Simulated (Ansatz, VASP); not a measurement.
# Two plane-wave programs on Ag

```
Ag
1.0
     4.71580    0.00000    0.00000
    -2.35790    4.08400    0.00000
     0.00000    0.00000    2.75279
Ag
3
Cartesian
  0.0000 0.0000 0.0000
  0.0000 2.7227 1.3764
  2.3579 1.3613 1.3764
```

Alike in both runs: functional r2SCAN; k mesh 6 × 6 × 6; occupations gaussian, width 0.1 eV; no spin polarisation.

Ansatz relaxed the structure, and its values are those at the end. VASP's run is a single point on that final structure, the one shown.

|  | VASP | Ansatz |
| --- | --- | --- |
| version | VASP 6.6.1 | Ansatz 0.2.0 |
| potentials or method | VASP PAW PBE potentials, release 64 (Ag) | scalar-relativistic, plane waves, PAW |
| plane-wave cutoff (eV) | 520 | 500 |
| valence electrons in the cell | 33 | 57 |

```csv
,VASP,Ansatz,Ansatz less VASP
gap on the k mesh at the Fermi level (eV),none,none,-
pressure (GPa),0.1,0.0,-0.14
```

A gap of «none» marks a metal or a gap that the smearing closes. The functional is the same, so the differences come from potentials, cutoffs and numerics. The two sets of potentials don't hold the same shells in valence.

Caveats: the k mesh is coarse (spacing up to 0.38 Å⁻¹), so the values aren't converged; the PAW data sets were made with another functional, which shifts forces and pressure a little (VASP).
